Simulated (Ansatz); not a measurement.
# Cu2O — electric field gradients

The cell is an entry of the Crystallography Open Database (COD) whose atoms were relaxed with PBE, the cell held.

```xyz
6
Lattice="4.2600 0.0000 0.0000 0.0000 4.2600 0.0000 0.0000 0.0000 4.2600" Properties=species:S:1:pos:R:3 pbc="T T T"
Cu    1.0650    1.0650    1.0650
Cu    1.0650    3.1950    3.1950
Cu    3.1950    3.1950    1.0650
Cu    3.1950    1.0650    3.1950
O     0.0000    0.0000    0.0000
O     2.1300    2.1300    2.1300
```

Atoms are numbered from 1 in the order listed; like atoms form one site, named after its first atom.

All values are calculated (Ansatz; DFT, r2SCAN, plane waves and PAW, scalar-relativistic, 500 eV cutoff, Γ-centred 7×7×7 k-points, Fermi–Dirac smearing 0.02 eV), not measured.

V_zz is the principal component of the electric field gradient with the largest magnitude, η = (V_xx − V_yy)/V_zz and C_Q = eQV_zz/h. Directions are in the Cartesian axes of the cell vectors above, for the atom listed; none is given where the gradient is under 0.02 or η is above 0.95.

Q: Which values are expected at the nuclei?

A: 

| site | first atom | first shell | V_zz (10²¹ V/m²) | η | direction of V_zz (x, y, z) |
| --- | --- | --- | --- | --- | --- |
| Cu | 1 | 2 O at 1.84 Å, angle 180° | -7.84 | 0.00 | 0.58 0.58 0.58 |
| O | 5 | 4 Cu at 1.84 Å | 0.00 | – | – |

An axis of threefold or higher order runs through Cu, so V_zz lies along it and η is zero. O sits on a cubic site, where every gradient vanishes.

Semilocal functionals underestimate gradients at Cu(I) with two or three neighbours, in Cu₂O by a fifth to nearly a half.

Hardware: 4 threads of AMD EPYC 9R45 (Zen 5) (x86_64; 16 cores open to the job, memory cap 8.0 GiB, no GPU), a shared host with a load of 0.4 a core. Wall time 1.6 s, CPU time 4.5 s, peak memory 0.67 GiB.
